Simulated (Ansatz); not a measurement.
Level of theory: DFT PBE, scalar-relativistic, plane waves, PAW (Ansatz 0.2.0).

Plane waves to 420 eV, a k mesh through Γ of 12×12×12 on the computed 3-atom cell and Gaussian smearing (0.10 eV); no spin polarisation.

```xyz
3
Lattice="0.0025 2.8242 2.8316 2.8641 -0.0167 2.8508 2.8578 2.8371 -0.0104" Properties=species:S:1:pos:R:3 pbc="T T T"
Al    1.5791    1.5156    1.2687
Al    4.1494    4.3405    4.4516
Pt   -0.0041   -0.2114   -0.0483
```

(1) Is this geometry at equilibrium? Which atom feels the largest force?

(2) Give all forces and the stress.

Spin–orbit coupling is left out, which can shift energies with elements as heavy as these.

Results:

(1) It isn't. Atom 3 (Pt) feels (2.93, 4.55, -1.05) eV/Å, 5.509 eV/Å in size.

(2)
```
atom Fx Fy Fz
 Al1  -2.961  -2.948   3.388
 Al2   0.035  -1.601  -2.343
 Pt3   2.926   4.549  -1.045
```
Stress (GPa, compression positive):
```
 38.20  17.12  -2.24
 17.12  27.16 -10.26
 -2.24 -10.26  38.58
```